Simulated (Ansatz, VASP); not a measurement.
## Cl: VASP beside Ansatz

INCAR

```
SYSTEM = Cl
PREC     = Accurate       ! precision mode
ENCUT    = 520            ! plane-wave cutoff, eV
EDIFF    = 1E-6           ! SCF threshold, eV
ISMEAR   = -1             ! smearing method
SIGMA    = 0.08           ! smearing width, eV
LREAL    = .FALSE.        ! projectors in reciprocal space
LASPH    = .TRUE.         ! aspherical terms in the spheres
NELM     = 60             ! most SCF steps
ALGO     = Normal         ! electronic algorithm
ISIF     = 2              ! what is computed and relaxed
LWAVE    = .FALSE.        ! write WAVECAR
LCHARG   = .TRUE.         ! write CHGCAR
GGA      = PS             ! functional
LELF     = .TRUE.         ! ELF
LVHAR    = .TRUE.       
NBANDS   = 10             ! bands
```

KPOINTS

```
Automatic mesh
0
G
  15 15 15
  0 0 0
```

The input POSCAR:

```
Cl
1.0
    2.2115069319      0.0000000000      0.0000000000
    0.0000000000      2.2115069319      0.0000000000
    0.0000000000      0.0000000000      2.2115069319
Cl
1
Direct
    0.0000000000      0.0000000000      0.0000000000
```

Input for Ansatz:

```yaml
crystal:
  lattice:
    - [2.2115069319, 0.0, 0.0]
    - [0.0, 2.2115069319, 0.0]
    - [0.0, 0.0, 2.2115069319]
  atoms:
    - { symbol: Cl, position: [0.0, 0.0, 0.0] }
kpoints:
  mp_grid: { grid: [15, 15, 15] }
scf:
  occupations: { method: fermi_dirac, width: 0.08 }
hamiltonian:
  xc: pbesol
  pseudopotentials: { kind: all_electron, lapw: { basis_error: 0.001 } }
output:
  forces: true
  stress: true
  eigenvalues: true
  populations: true
```

Change from the starting cell: volume scaled by 0.5, LAPW.

Alike in both runs: task single point; functional PBEsol; k mesh 15 × 15 × 15; occupations fermi-dirac, width 0.08 eV; no spin polarisation.

```csv
,VASP,Ansatz
version,VASP 6.6.1,Ansatz 0.2.0
potentials or method,"VASP PAW PBE potentials, release 64 (Cl)","all-electron LAPW, scalar-relativistic"
plane-wave cutoff (eV),520,see its input
```

|  | VASP | Ansatz | Ansatz less VASP |
| --- | --- | --- | --- |
| pressure (GPa) | 148.3 | 146.9 | -1.43 |

Ansatz ran all-electron here, so the differences hold the error of VASP's frozen core and of both bases.

Caveats: the cell as given lies far from equilibrium; so large a pressure means that the cell lies far from this level's equilibrium, or that cutoff or potentials fall short (VASP); the potentials were made for another functional, which shifts forces and pressure (VASP); an odd number of electrons without spin polarisation forces a metal; a magnetic or distorted state may lie lower.
